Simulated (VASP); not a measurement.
**TiB: single point with PBEsol**

The system is TiB.

```
Ti B
1.0
     2.40428    2.40428    0.00000
    -2.40428    2.40428    0.00000
     0.00000    0.00000    4.96556
Ti B
2 2
Direct
  0.50000 0.00000 0.25000
  0.00000 0.50000 0.75000
  0.00000 0.00000 0.00000
  0.50000 0.50000 0.50000
```

The cell isn't the ideal one: biaxial strain in the a-b plane, c and atoms relaxed: -2.0 %.

```yaml
Program: VASP 6.6.1
Task: single point
Functional: PBEsol
Potentials_or_basis: VASP PAW PBE potentials, release 64 (Ti_sv, B)
Cutoff: 520 eV
k_mesh: 12 × 12 × 10
Occupations: gaussian, width 0.1 eV
Spin: no spin polarisation
```

```yaml
Pressure: 3.2 GPa
Band_gap_on_the_k_mesh: none (metal or under the smearing width)
```

Stress tensor (GPa, compression positive):
```
2.88 0.00 0.00
0.00 2.88 0.00
0.00 0.00 3.98
```

Levels at points of the mesh, in eV from the Fermi level:
| k point | band 12 | band 13 | band 14 | band 15 | band 16 | band 17 | band 18 | band 19 |
| --- | --- | --- | --- | --- | --- | --- | --- | --- |
| (0.00, 0.00, 0.00) | -1.11 | -1.02 | -1.02 | 0.50 | 1.05 | 1.05 | 2.15 | 2.35 |
| (0.50, 0.00, 0.00) | -1.90 | -1.19 | -1.19 | -0.17 | -0.17 | 1.92 | 1.92 | 2.89 |
| (0.50, 0.50, 0.00) | -2.97 | 0.71 | 0.71 | 0.83 | 0.83 | 0.98 | 0.98 | 2.99 |
| (0.00, 0.00, 0.50) | -1.99 | -0.31 | -0.31 | -0.31 | -0.31 | 1.10 | 1.10 | 2.67 |
| (0.50, 0.00, 0.50) | -2.39 | -0.70 | -0.70 | -0.50 | -0.50 | 2.66 | 2.66 | 2.72 |
| (0.50, 0.50, 0.50) | -2.12 | -0.51 | -0.51 | 0.45 | 0.45 | 0.97 | 0.97 | 2.52 |

Wall time 7.3 min on 1 thread of Intel(R) Xeon(R) Platinum 8488C (Sapphire Rapids), on a shared host, peak memory 0.31 GiB.

Caveat: the PAW data sets were made with another functional, which shifts forces and pressure a little.
